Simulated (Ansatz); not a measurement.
**CuO under changes of volume**

One of the cells (11.218 Å³/atom); the others are scaled copies at fixed shape and fractional positions:

```
CELL_PARAMETERS angstrom
4.16094 0.00000 0.00000
0.00000 4.16094 0.00000
0.00000 0.00000 3.88764
ATOMIC_POSITIONS crystal
Cu 0.50000 0.00000 0.50000
Cu 0.00000 0.50000 0.50000
Cu 0.00000 0.00000 0.00000
O 0.00000 0.00000 0.50000
O 0.50000 0.00000 0.00000
O 0.00000 0.50000 0.00000
```

Measurements of this composition are mostly on another form, of space group No. 15.

- Program: Ansatz 0.2.0
- Functional: PBE
- Potentials or basis: Ansatz PAW
- Cutoff: 420 eV (not typed: the program's choice for these potentials)
- k mesh: 7 × 7 × 7
- Occupations: fermi-dirac, width 0.05 eV
- Spin: no spin polarisation

```csv
volume (Å³/atom),energy over the lowest point (meV/atom),pressure (GPa)
10.545,28.56,12.4
10.769,14.10,8.5
10.994,4.89,4.9
11.218,?,?
11.442,0.00,-1.1
11.667,3.34,-3.6
11.891,10.06,-5.8
```

Q: What does the run at 11.218 Å³/atom give?

A: Energy over the lowest point 0.33 meV/atom; pressure 1.8 GPa.

Worked out: A Birch-Murnaghan fit of order 3 (a polynomial in V^(-2/3)) to the other rows has its minimum at 11.35 Å³/atom with B0 = V·E''(V) = 141 GPa and B' = 4.7 at fixed shape and positions, which overstates the stiffness. It gives 0.35 meV/atom at 11.218 Å³/atom, against the run's 0.33, and -dE/dV = 1.7 GPa, against 1.8.

Energies are extrapolated to zero smearing.

Caveats: an odd number of electrons without spin polarisation forces a metal; a magnetic or distorted state may lie lower; the run has no spin polarisation, though such a crystal can be magnetic.
